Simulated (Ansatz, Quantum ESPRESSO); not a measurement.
Given: the input of a run of Quantum ESPRESSO 7.5 on ZnSe (Stilleite). 

The input pw.in:

```
&CONTROL
  calculation = 'scf'
  prefix = 'pwscf'
  outdir = './tmp'
  pseudo_dir = './pseudo'
  tprnfor = .true.
  tstress = .true.
  disk_io = 'nowf'
/
&SYSTEM
  ibrav = 0
  nat = 2
  ntyp = 2
  ecutwfc = 70
  nbnd = 20
  occupations = 'smearing'
  smearing = 'fd'
  degauss = 0.00367493
/
&ELECTRONS
  conv_thr = 4d-10
  electron_maxstep = 120
  mixing_beta = 0.5
/
ATOMIC_SPECIES
Se    78.9710 Se_ONCV_PBE-1.2.upf
Zn    65.3800 Zn_ONCV_PBE-1.2.upf
CELL_PARAMETERS angstrom
   0.0000000000    2.8338000000    2.8338000000
   2.8338000000    0.0000000000    2.8338000000
   2.8338000000    2.8338000000    0.0000000000
ATOMIC_POSITIONS crystal
Se     0.7500000000    0.7500000000    0.7500000000
Zn     0.0000000000    0.0000000000    0.0000000000
K_POINTS automatic
6 6 6 0 0 0
```

Potentials or basis: SG15 PBE 1.2.

The run is started by

```sh
$ OMP_NUM_THREADS=1 mpirun -n 2 pw.x -nk 2 -in pw.in > pw.out
```

Problem. Translate it to Ansatz 0.2.0. Potentials or basis there: PAW datasets made for the crystal, cutoff 220 eV.

Solution. As run (cutoffs and basis follow the program's own potentials, and thresholds, step limits or extra output files can differ):

File input.yaml:

```yaml
crystal:
  lattice:
    - [0.0, 2.8338, 2.8338]
    - [2.8338, 0.0, 2.8338]
    - [2.8338, 2.8338, 0.0]
  atoms:
    - { symbol: Se, position: [0.75, 0.75, 0.75] }
    - { symbol: Zn, position: [0.0, 0.0, 0.0] }
kpoints:
  mp_grid: { grid: [6, 6, 6] }
scf:
  occupations: { method: fermi_dirac, width: 0.05 }
hamiltonian:
  xc: pbe
  pseudopotentials: { kind: all_electron, datasets: crystal }
output:
  forces: true
  stress: true
  eigenvalues: true
  elf: true
  volumetric_format: npy
```

Potentials or basis: all-electron PAW datasets made for the crystal.

Launch:

```sh
$ ansatz run input.yaml --threads 1 --pin off --max-ram 3072MiB --backend cpu --events-out ev --progress --plain --runs-dir out
```

Both were run:

|  | Quantum ESPRESSO | Ansatz |
| --- | --- | --- |
| Pressure | 2.1 GPa | 2.1 GPa |

Ansatz's pressure holds a Pulay term of +0.00 GPa for its cutoff of 220 eV, which the other run lacks.

The potentials hold 26 and 18 valence electrons a cell.

Where Ansatz's input types no cutoff or centring, it takes its own default and a Γ-centred mesh.

Pressure is positive in compression.
